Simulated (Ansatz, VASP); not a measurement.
Given: the input of a run of VASP 6.6.1 on C (Carbon). 

Contents of INCAR:

```
ALGO = Normal ; EDIFF = 1E-6
EDIFFG = -0.02 ; ENCUT = 600
GGA = RP ; IBRION = 2
ISIF = 3 ; ISMEAR = -1
LASPH = T ; LCHARG = F
LREAL = F ; LWAVE = F
NELM = 100 ; NSW = 60
PREC = Accurate ; SIGMA = 0.05
```

Contents of KPOINTS:

```
k-points
0
Gamma
  12 12 4
```

Contents of POSCAR:

```
C
1.0
    2.5221000000      0.0000000000      0.0000000000
   -1.2610500000      2.1842026709      0.0000000000
    0.0000000000      0.0000000000      8.2371000000
C
8
Direct
    0.6666666667      0.3333333333      0.8437500000
    0.3333333333      0.6666666667      0.3437500000
    0.6666666667      0.3333333333      0.6562500000
    0.3333333333      0.6666666667      0.1562500000
    0.0000000000      0.0000000000      0.9062500000
    0.0000000000      0.0000000000      0.4062500000
    0.0000000000      0.0000000000      0.5937500000
    0.0000000000      0.0000000000      0.0937500000
```

Potentials or basis: VASP PAW PBE potentials, release 64 (C).

Run with:

```sh
$ cat potpaw_PBE.64/C/POTCAR > POTCAR
$ mpirun -np 1 vasp_std > vasp.out
```

**Question.** Set up the same calculation for Ansatz 0.2.0. Potentials or basis there: Ansatz PAW, cutoff 420 eV.

**Answer.** As run (cutoffs and basis follow the program's own potentials, and thresholds, step limits or extra output files can differ):

The input input.yaml:

```yaml
crystal:
  lattice:
    - [2.5221, 0.0, 0.0]
    - [-1.26105, 2.1842026709, 0.0]
    - [0.0, 0.0, 8.2371]
  atoms:
    - { symbol: C, position: [0.6666666667, 0.3333333333, 0.84375] }
    - { symbol: C, position: [0.3333333333, 0.6666666667, 0.34375] }
    - { symbol: C, position: [0.6666666667, 0.3333333333, 0.65625] }
    - { symbol: C, position: [0.3333333333, 0.6666666667, 0.15625] }
    - { symbol: C, position: [0.0, 0.0, 0.90625] }
    - { symbol: C, position: [0.0, 0.0, 0.40625] }
    - { symbol: C, position: [0.0, 0.0, 0.59375] }
    - { symbol: C, position: [0.0, 0.0, 0.09375] }
hamiltonian:
  xc: rpbe
  pseudopotentials: { kind: paw }
kpoints:
  mp_grid: { grid: [12, 12, 4] }
scf:
  occupations: { method: fermi_dirac, width: 0.05 }
output:
  forces: true
  stress: true
relax:
  f_tol: 0.01
  max_steps: 40
  cell: { stress_tol: 0.05 }
```

Potentials or basis: Ansatz PAW.

Run with:

```bash
$ ansatz run input.yaml --threads 4 --pin off --max-ram 11264MiB --backend cpu --events-out ev --progress --plain --runs-dir out
```

Both were run:

|  | VASP | Ansatz |
| --- | --- | --- |
| Relaxed volume | 5.78 Å³/atom | 5.78 Å³/atom |
| Relaxed cell | a = 2.530 Å, b = 2.530 Å, c = 8.341 Å, α = 90.00°, β = 90.00°, γ = 120.00° | a = 2.530 Å, b = 2.530 Å, c = 8.343 Å, α = 90.00°, β = 90.00°, γ = 120.00° |
| Space group after relaxing | P6_3/mmc (No. 194) | P6_3/mmc (No. 194) |
| Pressure after relaxing | 0.0 GPa | 0.0 GPa |

Ansatz's pressure holds a Pulay term of +0.89 GPa for its cutoff of 420 eV, which the other run lacks.

VASP's potentials were made for PBE. Ansatz's potentials were made for PBE.

Where Ansatz's input types no cutoff or centring, it takes its own default and a Γ-centred mesh.

Pressure is positive in compression.
